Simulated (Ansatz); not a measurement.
**CaF2: the band gap up the ladder of functionals**

Aim: see whether the known phase of CaF2 (Fm-3m) with 3 atoms a cell has a gap and how its size depends on the level of theory: PBE, r2SCAN, HSE06, PBE0, LDA, G0W0, DDH-PBE0, Hartree-Fock, r2SCANh.

The runs shown are made with Ansatz 0.2.0. PAW datasets, plane waves. The values are computed, spin-unpolarised, and not measurements.

### 1 The system as given

The cell was relaxed beforehand with r2SCAN.

It is cubic, Fm-3m (No. 225); a = 5.439 Å in the conventional setting, 13.41 Å³ an atom. Ca has 8 F at 2.36 Å; F has 4 Ca at 2.36 Å.

Coordinates:

```cif
data_structure
_symmetry_space_group_name_H-M 'Fm-3m'
_symmetry_Int_Tables_number 225
_cell_length_a 5.4392
_cell_length_b 5.4392
_cell_length_c 5.4392
_cell_angle_alpha 90.000
_cell_angle_beta 90.000
_cell_angle_gamma 90.000
_cell_volume 160.92
loop_
_atom_site_label
_atom_site_type_symbol
_atom_site_symmetry_multiplicity
_atom_site_Wyckoff_symbol
_atom_site_fract_x
_atom_site_fract_y
_atom_site_fract_z
_atom_site_occupancy
Ca1 Ca 4 a 0.00000 0.00000 0.00000 1
F1 F 8 c 0.25000 0.75000 0.75000 1
```

### 2 Band structure with PBE

Contents of input.yaml:

```yaml
crystal:
  lattice:
    - [0.0, 2.719592886, 2.719592886]
    - [2.719592886, 0.0, 2.719592886]
    - [2.719592886, 2.719592886, 0.0]
  atoms:
    - { symbol: Ca, position: [0.0, 0.0, 0.0] }
    - { symbol: F, position: [0.25, 0.25, 0.25] }
    - { symbol: F, position: [0.75, 0.75, 0.75] }
kpoints:
  mp_grid: { grid: [8, 8, 8] }
  band_path:
    path:
      - [[0.0, 0.0, 0.0], [0.5, 4.127728667609e-35, 0.5], [0.625, 0.25, 0.625]]
      - [[0.375, 0.375, 0.75], [0.0, 0.0, 0.0], [0.5, 0.5, 0.5], [0.5, 0.25, 0.75], [0.5, 4.127728667609e-35, 0.5]]
    npoints: 10
hamiltonian:
  xc: pbe
scf:
  occupations: { method: fermi_dirac, width: 0.02 }
  n_extra_bands: 4
output:
  forces: true
  stress: true
  eigenvalues: true
```

Command:

```
> ansatz run input.yaml --threads 2 --pin off --max-ram 4608MiB --backend cpu --events-out ev --progress --plain --runs-dir out
```

After this run come: r2SCAN; HSE06; Single point with PBE0; Single point with LDA; One-shot GW from PBE; Quasiparticle levels, G0W0@PBE; DDH-PBE0; Hartree-Fock; r2SCANh at the same geometry.

Before running it: what results should come out? Wanted: for each run, gap; kind; from PBE.

The runs gave:

```
                     level  gap (eV)                 kind  from PBE (eV)
                       PBE      7.38               X to Γ              0
                    r2SCAN      8.03               X to Γ          +0.65
                     HSE06      9.45               X to Γ          +2.07
                      PBE0     10.21               X to Γ          +2.83
                       LDA      7.00               X to Γ          -0.38
G0W0@PBE (120 empty bands)     10.42  PBE path plus shift          +3.04
G0W0@PBE (298 empty bands)     10.63  PBE path plus shift          +3.25
                  DDH-PBE0     12.40               X to Γ          +5.02
              Hartree-Fock     19.07               X to Γ         +11.69
                   r2SCANh      9.05               X to Γ          +1.67
```

Meshes: PBE 8×8×8, r2SCAN 8×8×8, HSE06 6×6×6, PBE0 6×6×6, LDA 8×8×8, DDH-PBE0 6×6×6, Hartree-Fock 6×6×6, r2SCANh 6×6×6

What this shows: LDA gives the least gap, 7.00 eV, and Hartree-Fock the largest, 19.07 eV. PBE reaches 69 % of the G0W0@PBE value, and r2SCAN 76 %. PBE0 lies 0.76 eV above HSE06, which differs from it by screening the long-range exchange. Hartree-Fock lies above G0W0@PBE by 8.4 eV. G0W0 here is at a finite number of bands, screening cutoff and k mesh, not at the basis limit. All values are for fixed nuclei; lattice motion, which mostly narrows measured gaps, is not included.
